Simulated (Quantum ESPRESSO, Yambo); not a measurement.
# MgO (Fm-3m): G0W0 on several meshes in Yambo, part 2 of 2

How does the mesh move the gap of MgO (Fm-3m)?

Quantum ESPRESSO 7.5 and Yambo 5.3.0; PBE and many-body steps on it, plane waves. Known limits of the many-body steps: not at the basis limit; coarse k mesh.

So far. Step 4 (6×6×6): The gap on the mesh goes from 4.89 eV to 7.02 eV, a correction of +2.13 eV. Step 5 (Empty states on the mesh, 4×4×4 mesh, 56 bands): On this mesh the gap is 4.895 eV.

### Step 6. Conversion and set-up

This step: Yambo 5.3.0; conversion and set-up on PBE, plane waves, norm-conserving pseudopotentials.

Launch:

```sh
$ (cd o/x.save; p2y > p2y.log; mv SAVE ../..); yambo > setup.log
```

Output:

```text
 Yambo, version 5.3.0

 [02] CORE Variables Setup
 =========================

  [02.01] Unit cells
  ==================

  Cell kind             :  FCC
  Atoms in the cell     :  Mg  O
  number of Mg atoms    :  1
  number of O  atoms    :  1

  List of atomic masses
  Mass of Mg    :  24.30500
  Mass of O     :  15.99900

  List of atomic coordinates    : [cc]
  Mg1       :  0.000000  0.000000  0.000000  order 1
  O1       :  3.962758  3.962758  3.962758  order 2

  Alat factors          :  3.962758  3.962758  3.962758 [a.u.]
  Direct lattice volume :  124.4580 [a.u.]
[...]
==========================================

 IBZ Q-points                                      :   8
 BZ  Q-points                                      :   64

 K/Q-points units:
 rlu = crystal or reduced units; cc = cartesian coordinates; iku = interal k-units

 Q [1]          [rlu]:  0.000000  0.000000  0.000000
 Q [2]          [rlu]: -0.65702E-17 -0.65702E-17  0.25000
 Q [3]          [rlu]:  0.13140E-16  0.13140E-16 -0.50000
[...]
Q [7]          [rlu]:  0.27115E-17 -0.50000     -0.50000
 Q [8]          [rlu]:  0.250000 -0.500000 -0.250000

  [03.01] X indexes
  =================

   [03.01.01] Sigma indexes
   ========================

 [06] Game Over & Game summary
```

It took 1.7 s on 1 MPI rank of Arm Neoverse V2, shared host; peak memory 0.23 GiB.

### Step 7. 4×4×4

This step: G0W0 on PBE, plane waves, norm-conserving pseudopotentials.

Contents of gw11.in:

```
HF_and_locXC
gw0
dyson
ppa
em1d
rim_cut
RandQpts= 1000000
RandGvec= 1 RL
EXXRLvcs= 76 Ry
VXCRLvcs= 304 Ry
Chimod= "HARTREE"
% BndsRnXp
 1 | 56 |
%
NGsBlkXp= 10.5 Ry
% LongDrXp
 1 | 1 | 1 |
%
% GbndRnge
 1 | 56 |
%
DysSolver= "n"
ExtendOut
PPAPntXp= 27.21138 eV
% QPkrange
 1 | 1 | 7 | 10 |
%
```

Launch:

```sh
$ OMP_NUM_THREADS=1 mpirun -n 8 yambo -F gw11.in -J gw11 -C gw11 > gw11.log
```

Output:

```text
 Yambo, version 5.3.0

 [02] CORE Variables Setup
 =========================

  [... cell, symmetries and grids as in the set-up ...]

  [02.05] Energies & Occupations
  ==============================

  [X] === General ===
  [X] Electronic Temperature                        :  0.000000  0.000000 [eV K]
  [X] Bosonic    Temperature                        :  0.000000  0.000000 [eV K]
  [X] Finite Temperature mode                       : no
  [X] El. density                                   :  0.86755E+24 [cm-3]
  [X] Fermi Level                                   :  8.213321 [eV]

  [X] === Gaps and Widths ===
  [X] Conduction Band Min                           :  4.894832 [eV]
  [X] Valence Band Max                              :  0.000000 [eV]
  [X] Filled Bands                                  :   8
  [X] Empty Bands                                   :    9   56
  [X] Direct Gap                                    :  4.894832 [eV]
  [X] Direct Gap localized at k                     :  1
  [X] Indirect Gap                                  :  4.894832 [eV]
  [X] Indirect Gap between kpts                     :  1  1
  [X] Last valence band width                       :  1.776111 [eV]
  [X] 1st conduction band width                     :  6.880121 [eV]

 [03] Transferred momenta grid and indexing
 ==========================================

 IBZ Q-points                                      :   8
 BZ  Q-points                                      :   64

 K/Q-points units:
 rlu = crystal or reduced units; cc = cartesian coordinates; iku = interal k-units

 Q [1]          [rlu]:  0.000000  0.000000  0.000000
 Q [2]          [rlu]: -0.65702E-17 -0.65702E-17  0.25000
 Q [3]          [rlu]:  0.13140E-16  0.13140E-16 -0.50000
[...]
================================================

 [VXC] Plane waves :  11113
 [EXS] Plane waves :  1459

 QP @ state[ 1 ] K range:  1  1
 QP @ state[ 1 ] b range:   7  10

 [xc] Functional : Perdew, Burke & Ernzerhof(X)+Perdew, Burke & Ernzerhof(C)
 [xc] LIBXC used to calculate xc functional
  PP Number of Atomic Species                      :  2
  NLCC RL compoments                               :  11113
  PP Number of Atomic Species                      :  2
  NLCC RL compoments                               :  11113

 [xc] E_xc :  -11.59506 [Ha]
      E_xc :  -23.19012 [Ry]

  Local XC kind (lXC) : Perdew, Burke & Ernzerhof(X)+Perdew, Burke & Ernzerhof(C)
  Non-Local XC kind (nlXC) : Hartree-Fock

  Corrections @ K [1] :  [eV]
 <7|nlXC|7> = -25.55507  0.13501E-16 <7|lXC|7> = -20.15787 -0.94387E-16
 <8|nlXC|8> = -25.55503  0.94808E-17 <8|lXC|8> = -20.15787  0.94452E-16
 <9|nlXC|9> = -8.858454 -0.11346E-17 <9|lXC|9> = -13.55593 -0.18901E-15
 <10|nlXC|10> = -3.731447  0.12775E-17 <10|lXC|10> = -9.636466  0.56645E-15

 [08] Dyson equation: Newton solver
 ==================================

  [08.01] G0W0 (W PPA)
  ====================

  [  GW  ] Bands range     :    1   56
  [GW/PPA] G damping       :  0.100000 [eV]

  QP @ state[ 1 ] K range:  1  1
  QP @ state[ 1 ] b range:   7  10

   Sc/G bands                                       :    1   56
   Sc/G damping                                     :  0.100000 ev
   Sc bands terminator                              : no
   Sx RL components                                 :  1459

   QP @ state[ 1 ] K range                          :  1  1
   QP @ state[ 1 ] b range                          :   7  10
   GF energies kind                                 : Perdew, Burke & Ernzerhof(X)+Perdew, Burke & Ernzerhof(C)
   GF WF`s kind                                     : Perdew, Burke & Ernzerhof(X)+Perdew, Burke & Ernzerhof(C)
   Xs energies kind                                 : Perdew, Burke & Ernzerhof(X)+Perdew, Burke & Ernzerhof(C)
   Xs WF`s kind                                     : Perdew, Burke & Ernzerhof(X)+Perdew, Burke & Ernzerhof(C)

 [11] Game Over & Game summary
```

The job ended after 5.2 s (8 MPI ranks; peak memory 2.1 GiB; 33 s of CPU time).

Numbers from this step:

```
G0W0 gap on the points computed              : 7.032 eV
starting gap on the mesh                     : 4.895 eV
k of the valence top                         : 0, 0, 0
k of the conduction bottom                   : 0, 0, 0
least direct G0W0 gap on the computed points : 7.032 eV
Z at the valence top                         : 0.8060
Z at the conduction bottom                   : 0.8536
```

Against G0W0 in Yambo (6×6×6 mesh, 56 bands, screening to 142.9 eV, Godby-Needs plasmon pole), the gap moves by +0.009 eV.

### Step 8. The runs together

Times are wall times on 8 MPI ranks of Arm Neoverse V2, shared host, good to a factor of about two.

| run | mesh | bands | screening cutoff (eV) | DFT gap (eV) | gap on the mesh (eV) | direct (eV) | time |
| --- | --- | --- | --- | --- | --- | --- | --- |
| 6×6×6 | 6×6×6 | 56 | 142.9 | 4.895 | 7.023 | 7.023 | 20 s |
| 4×4×4 | 4×4×4 | 56 | 142.9 | 4.895 | 7.032 | 7.032 | 5.2 s |

### Step 9. What came out

| Quantity | Value |
| --- | --- |
| 6×6×6 | 7.023 eV |
| 4×4×4 | 7.032 eV |
| known limits | not at the basis limit; coarse k mesh |

In words: 4×4×4: +0.009 eV against 6×6×6. Bands and cutoff are finite, so the gap is not at the basis limit. The miss can reach some tenths of an eV and take either sign; the mesh is an error of its own. In the G0W0 runs levels were corrected at 1 k point alone, so a gap called «on the mesh» is the least over those, and an edge elsewhere would be missed.

[Paths, hosts, dates, memory and timing lines, banners, echoed tables and standing remarks are left out of the program output.]

[Logs are printed without paths, hosts, clocks, repeated set-up lines and the standing remarks that a program may print on its own settings, such as how far it seeks lower states.]

[Runs of the session that timed out or met a known fault of the program may be left out.]

[Hosts, paths, dates, database ids (printed as entryN), source tags and the programs' standing remarks are cut or masked in the printed files.]
